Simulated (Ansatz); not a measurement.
Li:

```
Li
1.0
     5.33444    0.00000    0.00000
     0.00000    5.33444    0.00000
     0.00000    0.00000    2.80265
Li
3
Direct
  0.50000 0.00000 0.50000
  0.00000 0.50000 0.50000
  0.50000 0.50000 0.50000
```

The cell was built by a generator and needn't be a form met in nature.

Base run:

* Program: Ansatz 0.2.0
* Functional: RPBE
* Potentials or basis: Ansatz PAW
* Cutoff: 420 eV
* Density cutoff: 1680 eV
* k mesh: 5 × 5 × 9
* Occupations: fermi-dirac, width 0.05 eV
* Spin: no spin polarisation

Its results: band gap on the k mesh none (metal or under the smearing width); pressure 0.4 GPa.

Q: The run is repeated on the same cell with these changes: functional from RPBE to LDA. What comes out?

A: Band gap on the k mesh none (metal or under the smearing width); pressure -0.5 GPa.

LDA binds more tightly than RPBE, so the same cell stands under less pressure.

Caveats: the PAW data sets come from PBE, with cores solved anew for the run's functional, which leaves a small shift of forces and pressure; the potentials were made for another functional, which shifts forces and pressure (some runs).

Not every run made on this cell is shown here.
